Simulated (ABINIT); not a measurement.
Runs of ABINIT 10.8.3 (patched build) on WC. Symmetry: Fm-3m, No. 225, cubic system. The conventional cell has a = 4.385 Å, b = 4.385 Å, c = 4.385 Å, α = 90.00°, β = 90.00°, γ = 90.00°. W (site symmetry m-3m) is surrounded by 6 C at 2.19 Å. C (site symmetry m-3m) has 6 W at 2.19 Å as nearest neighbours. Measurements of this composition are mostly on another form, of space group No. 187.

```csv
task,level,potentials or basis,cell,k mesh,cutoff (eV),stop of the response cycle (tolvrs),acoustic sum rule (asr),cell freedom (optcell),optimiser (ionmov),cutoff smearing ecutsm (Ha),gap on the mesh (eV),pressure (GPa),relaxed volume (Å³/atom)
phonons,PBEsol,PseudoDojo NC SR PBEsol v0.4.1 standard,as given,"6 × 6 × 6, with 4 shifts",1007,1e-10,1,-,-,-,-,-9.9,-
relaxation of cell and atoms,LDA,JTH PAW LDA v2.0,relaxed,8 × 8 × 8,517,-,-,2,2,0.5,none,0.0,(a)
relaxation of cell and atoms,LDA,PseudoDojo NC SR LDA v0.4.1 standard,relaxed,8 × 8 × 8,1116,-,-,2,2,0.5,none,0.0,10.09
single point,PBEsol,PseudoDojo NC SR PBEsol v0.4.1 standard,as given,8 × 8 × 8,1007,-,-,-,-,-,none,-9.6,-
relaxation of cell and atoms,PBEsol,PseudoDojo NC SR PBEsol v0.4.1 standard,relaxed,8 × 8 × 8,1116,-,-,2,2,0.5,none,0.0,(b)
```

Alike in all rows: no spin polarisation; smearing fermi-dirac 0.05 eV.

Problem. Estimate the missing entries.

Solution. (a) 10.11; (b) 10.28.

Caveats: the mesh is coarse for a metal's response (some runs); the cell is more than 3 GPa from zero pressure, which shifts response properties (some runs).

A k mesh can miss the band edges, and the runs leave out spin-orbit coupling on W.

A gap of «none» marks a metal or a gap under the smearing width.

Not every run made on this cell is shown here.
